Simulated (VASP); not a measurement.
# ZnSe (F-43m) in VASP: further runs, part 2 of 2

VASP 6.6.1. The steps go on from the part before.

### 6 Relaxation of cell and atoms, PBEsol

The input, INCAR:

```
ALGO = Normal
EDIFF = 1E-7
EDIFFG = -0.005
ENCUT = 580
GGA = PS
IBRION = 2
ISIF = 3
ISMEAR = 0
LASPH = T
LCHARG = F
LREAL = F
LWAVE = F
NELM = 60
NSW = 90
PREC = Accurate
SIGMA = 0.02
```

The input, KPOINTS:

```
k-points
0
Gamma
  8 8 8
```

The input, POSCAR:

```
ZnSe
1.0
    0.0000000000      2.8324425400      2.8324425400
    2.8324425400      0.0000000000      2.8324425400
    2.8324425400      2.8324425400      0.0000000000
Zn Se
1 1
Direct
    0.0000000000      0.0000000000      0.0000000000
    0.2500000000      0.2500000000      0.2500000000
```

Potentials or basis: VASP PAW PBE potentials, release 64 (Zn, Se).

Command:

```console
cat potpaw_PBE.64/Zn/POTCAR potpaw_PBE.64/Se/POTCAR > POTCAR
mpirun -np 1 vasp_std > vasp.out
```

It took 30 s on 1 thread of Intel Xeon Platinum 8488C (Sapphire Rapids), shared host; peak memory 0.2 GiB.

The run converged. Its results:

| Quantity | Value |
| --- | --- |
| Free energy | -6.7733 eV |
| Relaxed volume | 22.43 Å³/atom |
| Relaxed cell | a = 3.989 Å, b = 3.989 Å, c = 3.989 Å, α = 60.00°, β = 60.00°, γ = 60.00° |
| Space group after relaxing (to 0.05 Å) | F-43m (No. 216) |
| Energy gained by relaxing | 0.7 meV/atom |
| Ionic steps | 3 |
| Pressure after relaxing | 0.0 GPa |
| Band gap on the k mesh | 1.23 eV, direct |

Step by step:
```
step  energy change (eV)  largest force (eV/Å)  pressure (GPa)  volume (Å³)
   1              0.0000                0.0000           -0.81        45.45
   2             -0.0014                0.0000            0.25        44.70
   3             -0.0015                0.0000            0.00        44.87
```

Final structure:
```
Zn Se
1.0
     0.00000    2.82031    2.82031
     2.82031    0.00000    2.82031
     2.82031    2.82031    0.00000
Zn Se
1 1
Direct
  0.00000 0.00000 0.00000
  0.25000 0.25000 0.25000
```

Levels at points of the mesh, in eV from the valence-band top:
```csv
k point,band 5,band 6,band 7,band 8,band 9,band 10,band 11,band 12,band 13
"(0.00, 0.00, 0.00)",-6.23,-6.23,0.00,0.00,0.00,1.23,5.73,5.73,5.73
"(0.50, 0.00, 0.00)",-6.21,-6.06,-5.38,-0.90,-0.90,2.47,6.30,6.30,8.44
"(0.50, 0.50, 0.00)",-6.17,-6.04,-4.85,-2.26,-2.26,2.80,3.37,10.71,11.27
```

Caveat: the PAW data sets were made with another functional, which shifts forces and pressure a little.

### 7 Relaxation of cell and atoms, RPBE

Changes to INCAR since step 6:

```diff
@@ -3,4 +3,4 @@
 EDIFFG = -0.005
-ENCUT = 580
-GGA = PS
+ENCUT = 600
+GGA = RP
 IBRION = 2
```

KPOINTS is that of step 6.

POSCAR is that of step 6.

Potentials or basis: VASP PAW PBE potentials, release 64 (Zn, Se).

Command:

```console
cat potpaw_PBE.64/Zn/POTCAR potpaw_PBE.64/Se/POTCAR > POTCAR
mpirun -np 1 vasp_std > vasp.out
```

OUTCAR:

```text
EDIFF = 1E-7
   EDIFFG = -0.005
   ENCUT = 600
   GGA = RP
   IBRION = 2
   ISIF = 3
   ISMEAR = 0
   LASPH = T
   LREAL = F
   NELM = 60
   NSW = 90
   PREC = Accurate

 ion  position               nearest neighbor table
   1  0.000  0.000  0.000-   2 2.45   2 2.45   2 2.45   2 2.45
   2  0.250  0.250  0.250-   1 2.45   1 2.45   1 2.45   1 2.45

  LATTYP: Found a face centered cubic cell.
 ALAT       =     5.6648850800

  Lattice vectors:

 A1 = (   0.0000000000,   2.8324425400,   2.8324425400)
 A2 = (   2.8324425400,   0.0000000000,   2.8324425400)
 A3 = (   2.8324425400,   2.8324425400,   0.0000000000)

Analysis of symmetry for initial positions (statically):
=====================================================================
 Subroutine PRICEL returns:
 Original cell was already a primitive cell.

 Routine SETGRP: Setting up the symmetry group for a
 face centered cubic supercell.

 Subroutine GETGRP returns: Found 24 space group operations
 (whereof 24 operations were pure point group operations)
 out of a pool of 48 trial point group operations.

The static configuration has the point symmetry T_d .

Analysis of symmetry for dynamics (positions and initial velocities):
=====================================================================
 Subroutine PRICEL returns:
 Original cell was already a primitive cell.

 Routine SETGRP: Setting up the symmetry group for a
 face centered cubic supercell.

 Subroutine GETGRP returns: Found 24 space group operations
 (whereof 24 operations were pure point group operations)
 out of a pool of 48 trial point group operations.

The dynamic configuration has the point symmetry T_d .

 Subroutine INISYM returns: Found 24 space group operations
 (whereof 24 operations are pure point group operations),
 and found     1 'primitive' translations

----------------------------------------------------------------------------------------

                                     Primitive cell

  volume of cell :      45.4478

  direct lattice vectors                    reciprocal lattice vectors
     0.000000000  2.832442540  2.832442540    -0.176526088  0.176526088  0.176526088
     2.832442540  0.000000000  2.832442540     0.176526088 -0.176526088  0.176526088
     2.832442540  2.832442540  0.000000000     0.176526088  0.176526088 -0.176526088

  length of vectors
     4.005678655  4.005678655  4.005678655     0.305752153  0.305752153  0.305752153

  position of ions in fractional coordinates (direct lattice)
     0.000000000  0.000000000  0.000000000
     0.250000000  0.250000000  0.250000000

  ion indices of the primitive-cell ions
   primitive index   ion index
                 1           1
                 2           2

----------------------------------------------------------------------------------------

 KPOINTS: k-points

Automatic generation of k-mesh.
 Grid dimensions read from file:
 generate k-points for:    8    8    8

 Generating k-lattice:

  Cartesian coordinates                     Fractional coordinates (reciprocal lattice)
    -0.022065761  0.022065761  0.022065761     0.125000000  0.000000000  0.000000000
     0.022065761 -0.022065761  0.022065761     0.000000000  0.125000000  0.000000000
     0.022065761  0.022065761 -0.022065761     0.000000000  0.000000000  0.125000000

  Length of vectors
     0.038219019  0.038219019  0.038219019

[... 50 lines left out ...]
   LASPH  =      T    aspherical Exc in radial PAW
   ENCUT  =  600.0 eV  44.10 Ry    6.64 a.u.   8.00  8.00  8.00*2*pi/ulx,y,z
   NELM   =     60;   NELMIN=  2; NELMDL= -5     # of ELM steps
   EDIFF  = 0.1E-06   stopping-criterion for ELM
   LREAL  =      F    real-space projection
   EDIFFG = -.5E-02   stopping-criterion for IOM
   NSW    =     90    number of steps for IOM
   IBRION =      2    ionic relax: 0-MD 1-quasi-New 2-CG
   NFREE  =      1    steps in history (QN), initial steepest desc. (CG)
   ISIF   =      3    stress and relaxation
   ISYM   =      2    0-nonsym 1-usesym 2-fastsym
   POTIM  = 0.5000    time-step for ionic-motion
   TEBEG  =    0.0;   TEEND  =   0.0 temperature during run
   PSTRESS=    0.0 pullay stress
   NELECT =      18.0000    total number of electrons
   NUPDOWN=      -1.0000    fix difference up-down
   EMIN   =  10.00;   EMAX   =-10.00  energy-range for DOS
   EFERMI =   0.00;   METHOD = LEGACY
   ISMEAR =     0;   SIGMA  =   0.02  broadening in eV -4-tet -1-fermi 0-gaus
   EFERMI_NEDOS =   21; number of points for ismear=-14 and -15
   IALGO  =     38    algorithm
   IMIX   =      4    mixing-type and parameters
     AMIX     =   0.40;   BMIX     =  1.00
     AMIX_MAG =   1.60;   BMIX_MAG =  1.00
  volume/ion in A,a.u.               =      22.72       153.35
  Fermi-wavevector in a.u.,A,eV,Ry     =   1.202249  2.271922 19.665909  1.445404
  Thomas-Fermi vector in A             =   2.338036
   LORBIT       =      0    0 simple, 1 ext, 2 COOP (PROOUT), +10 PAW based schemes
   GGA     = RP    functional components
   LHFCALC =     F    Hartree Fock is set to
   AEXX    =    0.0000 exact exchange contribution
   IVDW    =     0    specifies the selected vdW correction
   LEPSILON=     F    determine dielectric tensor
   LRPA    =     F    only Hartree local field effects (RPA)
 conjugate gradient relaxation of ions
 non-spin polarized calculation
 Gauss-broadening in eV      SIGMA  =   0.02
  energy-cutoff  :      600.00
  volume of cell :       45.45
 maximum number of plane-waves:      1540
   NGX = 17   NGY = 17   NGZ = 17

--------------------------------------- Ionic step        1  -------------------------------------------

 number of electron      17.9999990 magnetization

 Free energy of the ion-electron system (eV)
  ---------------------------------------------------
  ext. energy  EPLUGINS =         0.00000000
  ---------------------------------------------------
  free energy    TOTEN  =        -5.34268642 eV

  energy without entropy =       -5.34268642  energy(sigma->0) =       -5.34268642

------------------------ aborting loop because EDIFF is reached ----------------------------------------

  FORCE on cell =-STRESS in cart. coord.  units (eV):
  Direction    XX          YY          ZZ          XY          YZ          ZX
  --------------------------------------------------------------------------------------
  -------------------------------------------------------------------------------------
  Total        1.3263797      1.3263797      1.3263797     -0.0000000      0.0000000      0.0000000
  in kB       46.7589897     46.7589897     46.7589897     -0.0000000      0.0000000      0.0000000
  external PRESSURE =      46.7589897 kB  Pullay stress =       0.0000000 kB
[... 59 lines left out ...]
--------------------------------------- Ionic step        3  -------------------------------------------

 number of electron      18.0000008 magnetization

 Free energy of the ion-electron system (eV)
  ---------------------------------------------------
  ext. energy  EPLUGINS =         0.00000000
  ---------------------------------------------------
  free energy    TOTEN  =        -5.39264636 eV

  energy without entropy =       -5.39264636  energy(sigma->0) =       -5.39264636

 E-fermi :   1.1995     XC(G=0):  -8.7548

 val. band max:        1.1081008336   @ k =   0.0000   0.0000   0.0000
 cond. band min:       2.2633753628   @ k =   0.0000   0.0000   0.0000
 fundamental gap:      1.1552745292
 Fermi energy:         1.1995090030

 k-point     1 :       0.0000    0.0000    0.0000
  band No.  band energies     occupation
      1     -11.6511      2.00000
      2      -5.1485      2.00000
      3      -5.1484      2.00000
      4      -5.1484      2.00000
      5      -4.8416      2.00000
      6      -4.8416      2.00000
      7       1.1081      2.00000
      8       1.1081      2.00000
      9       1.1081      2.00000
     10       2.2634      0.00000
     11       6.9821      0.00000
     12       6.9821      0.00000
     13       6.9821      0.00000
[... 354 lines left out ...]
  band No.  band energies     occupation
      1     -10.8797      2.00000
      2      -5.0557      2.00000
      3      -5.0295      2.00000
      4      -4.8627      2.00000
      5      -4.8346      2.00000
      6      -4.6653      2.00000
      7      -3.3274      2.00000
      8      -1.0153      2.00000
      9      -0.1630      2.00000
     10       5.1933      0.00000
     11       6.8361      0.00000
     12       8.4045      0.00000
     13       9.6481      0.00000

 [... further k-points ...]

------------------------ aborting loop because EDIFF is reached ----------------------------------------

  FORCE on cell =-STRESS in cart. coord.  units (eV):
  Direction    XX          YY          ZZ          XY          YZ          ZX
  --------------------------------------------------------------------------------------
  -------------------------------------------------------------------------------------
  Total        0.0046680      0.0046680      0.0046680      0.0000000      0.0000000      0.0000000
  in kB        0.1522636      0.1522636      0.1522636      0.0000000      0.0000000      0.0000000
  external PRESSURE =       0.1522636 kB  Pullay stress =       0.0000000 kB
[... 17 lines left out ...]
  FREE ENERGIE OF THE ION-ELECTRON SYSTEM (eV)
  ---------------------------------------------------
  free  energy   TOTEN  =        -5.3926463558 eV

  energy  without entropy=       -5.3926463558  energy(sigma->0) =       -5.39264636

 reached required accuracy - stopping structural energy minimisation
```

OSZICAR:

```text
N       E                     dE             d eps       ncg     rms          rms(c)
DAV:   1     0.926308639012E+02    0.92631E+02   -0.96731E+03   754   0.173E+03
DAV:   2     0.450420850356E+00   -0.92180E+02   -0.88293E+02   834   0.297E+02
DAV:   3    -0.554312301584E+01   -0.59935E+01   -0.59654E+01   919   0.726E+01
[... 31 lines left out ...]
DAV:   5    -0.539264415352E+01    0.16329E-03   -0.24285E-04  1063   0.286E-01    0.956E-03
DAV:   6    -0.539264579243E+01   -0.16389E-05   -0.61889E-05   859   0.129E-01    0.106E-02
DAV:   7    -0.539264643869E+01   -0.64625E-06   -0.99543E-06   834   0.504E-02    0.583E-03
DAV:   8    -0.539264633284E+01    0.10585E-06   -0.20560E-06   854   0.288E-02    0.786E-04
DAV:   9    -0.539264635580E+01   -0.22963E-07   -0.28028E-07   776   0.403E-03
   3 F= -.53926464E+01 E0= -.53926464E+01  d E =-.499599E-01
```

CONTCAR:

```text
ZnSe
   1.00000000000000
    -0.0000000000000000    2.9067284993896352    2.9067284993896352
     2.9067284993896352    0.0000000000000000    2.9067284993896352
     2.9067284993896352    2.9067284993896352    0.0000000000000000
  Zn              Se
     1     1
Direct
     0.0000000000000000    0.0000000000000000    0.0000000000000000
     0.2500000000000000    0.2500000000000000    0.2500000000000000

  0.00000000E+00  0.00000000E+00  0.00000000E+00
  0.00000000E+00  0.00000000E+00  0.00000000E+00
```

Wall time 46 s (1 thread of Intel Xeon Platinum 8488C (Sapphire Rapids), shared host); peak memory 0.2 GiB.

Results:

```yaml
Free_energy: -5.3926 eV
Relaxed_volume: 24.56 Å³/atom
Relaxed_cell: a = 4.111 Å, b = 4.111 Å, c = 4.111 Å, α = 60.00°, β = 60.00°, γ = 60.00°
Space_group_after_relaxing_to_0.05_Å: F-43m (No. 216)
Energy_gained_by_relaxing: 25.0 meV/atom
Ionic_steps: 3
Pressure_after_relaxing: 0.0 GPa
Band_gap_on_the_k_mesh: 1.16 eV, direct
```

Step by step:
```
step  energy change (eV)  largest force (eV/Å)  pressure (GPa)  volume (Å³)
   1              0.0000                0.0000            4.68        45.45
   2             -0.0479                0.0000           -0.79        49.95
   3             -0.0500                0.0000            0.02        49.12
```

Final structure:
```
CELL_PARAMETERS angstrom
0.00000 2.90673 2.90673
2.90673 0.00000 2.90673
2.90673 2.90673 0.00000
ATOMIC_POSITIONS crystal
Zn 0.00000 0.00000 0.00000
Se 0.25000 0.25000 0.25000
```

Levels at points of the mesh, in eV from the valence-band top:
```
           k point  band 5  band 6  band 7  band 8  band 9  band 10  band 11  band 12  band 13
(0.00, 0.00, 0.00)   -5.95   -5.95    0.00    0.00    0.00     1.16     5.87     5.87     5.87
(0.50, 0.00, 0.00)   -5.93   -5.82   -4.71   -0.76   -0.76     2.53     6.45     6.45     8.54
(0.50, 0.50, 0.00)   -5.91   -5.79   -4.38   -1.91   -1.91     3.31     3.54    10.39    10.82
```

Caveat: the PAW data sets were made with another functional, which shifts forces and pressure a little.

### 8 The runs side by side

```csv
task,level,cell,k mesh,cutoff (eV),mesh quality,gap on the mesh (eV),pressure (GPa),relaxed volume (Å³/atom)
relaxation of cell and atoms,PBE+D3(BJ),relaxed,8 × 8 × 8,600,not flagged,1.30,0.0,22.68
relaxation of cell and atoms,PBEsol,relaxed,4 × 4 × 4,600,coarse,1.19,0.0,22.56
single point,PBEsol,as given,8 × 8 × 8,520,not flagged,1.18,-0.8,-
relaxation of cell and atoms,PBEsol,relaxed,8 × 8 × 8,580,not flagged,1.23,0.0,22.43
relaxation of cell and atoms,RPBE,relaxed,8 × 8 × 8,600,not flagged,1.16,0.0,24.56
```

Alike in all rows: potentials or basis VASP PAW PBE potentials, release 64 (Zn, Se); no spin polarisation; smearing gaussian 0.02 eV.

Caveats: some runs use coarse meshes; the PAW data sets were made with another functional, which shifts forces and pressure a little (some runs).

Absolute energies hang on the potentials; compare differences alone.

### 9 Against experiment

Step 5. Against the measured gap of ZnSe, 2.695 eV (an exciton energy, a little under the gap; 300 K; “Alloy Disordering Effects on the Thermal Conductivity and Energy Gap Temperature Dependence of Cd1−xZnxSe Ternary Crystals Grown by the Bridgman Method”, 2023, pmc:10253836), the calculated 1.18 eV is off by -1.52 eV. So large a miss can be the level of theory's own, or it may mean another phase, state or a wrong row. Spin-orbit coupling on Se is left out. The value is that of PBEsol, without temperature or zero-point motion. Semilocal functionals fall short of measured gaps as a rule. The cell is a database's relaxed one, not the measured one, which moves gaps too.
